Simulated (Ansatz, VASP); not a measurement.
**One calculation of Na, two programs**

```xyz
1
Lattice="-2.1410 2.1410 2.1410 2.1410 -2.1410 2.1410 2.1410 2.1410 -2.1410" Properties=species:S:1:pos:R:3 pbc="T T T"
Na    0.0000    0.0000    0.0000
```

Alike in both runs: task single point; functional RPBE; k mesh 9 × 9 × 9; occupations gaussian, width 0.02 eV; no spin polarisation.

```csv
,VASP,Ansatz
version,VASP 6.6.1,Ansatz 0.2.0
potentials or method,"VASP PAW PBE potentials, release 64 (Na)",Ansatz PAW
plane-wave cutoff (eV),500,420
valence electrons in the cell,1,9
```

|  | VASP | Ansatz | Ansatz less VASP |
| --- | --- | --- | --- |
| gap on the k mesh at the Fermi level (eV) | none | none | - |
| pressure (GPa) | 0.0 | 0.0 | +0.03 |

A gap of «none» marks a metal or a gap that the smearing closes. The functional is the same, so the differences come from potentials, cutoffs and numerics. The two sets of potentials don't hold the same shells in valence.

Caveats: the PAW data sets were made with another functional, which shifts forces and pressure a little (VASP); the PAW data sets come from PBE, with cores solved anew for the run's functional, which leaves a small shift of forces and pressure (Ansatz).
